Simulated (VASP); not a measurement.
A run of VASP 6.6.1:

INCAR

```
ALGO     = Normal         # electronic algorithm
BPARAM   = 11.95        
CPARAM   = 0.0093       
EDIFF    = 1E-7           # SCF threshold, eV
EDIFFG   = -0.002         # ionic threshold
ENCUT    = 520            # plane-wave cutoff, eV
IBRION   = 2              # ionic algorithm
ISIF     = 3              # what is computed and relaxed
ISMEAR   = 0              # smearing method
IVDW_NL  = 2            
LASPH    = T              # aspherical terms in the spheres
LCHARG   = F              # write CHGCAR
LMIXTAU  = T            
LREAL    = F              # projectors in reciprocal space
LUSE_VDW = T            
LWAVE    = F              # write WAVECAR
METAGGA  = R2SCAN         # meta-GGA
NELM     = 80             # most SCF steps
NSW      = 80             # ionic steps
PREC     = Accurate       # precision mode
SIGMA    = 0.02           # smearing width, eV
```

Contents of KPOINTS:

```
k-points
0
Gamma
  12 12 12
```

POSCAR

```
HfN                                     
1.0
    0.0000000000      2.2520553672      2.2520553672
    2.2520553672      0.0000000000      2.2520553672
    2.2520553672      2.2520553672      0.0000000000
  Hf              N             
     1     1
Direct
     0.0000000000000000    1.0000000000000000    1.0000000000000000
     0.5000000000000000    0.5000000000000000    0.5000000000000000
```

Potentials or basis: VASP PAW PBE potentials, release 64 (Hf_pv, N).

The run is started by

```console
$ cat potpaw_PBE.64/Hf_pv/POTCAR potpaw_PBE.64/N/POTCAR > POTCAR
$ mpirun -np 1 vasp_std > vasp.out
```

Hardware: 1 thread of Intel(R) Xeon(R) Platinum 8488C (Sapphire Rapids), with other jobs on the host.

Q: How long does it take, and how much memory?

A: Wall time 110 s on 1 thread of Intel(R) Xeon(R) Platinum 8488C (Sapphire Rapids) (shared host), peak memory 0.23 GiB. Counts: scf iterations 25, k points 72, ion steps 1.
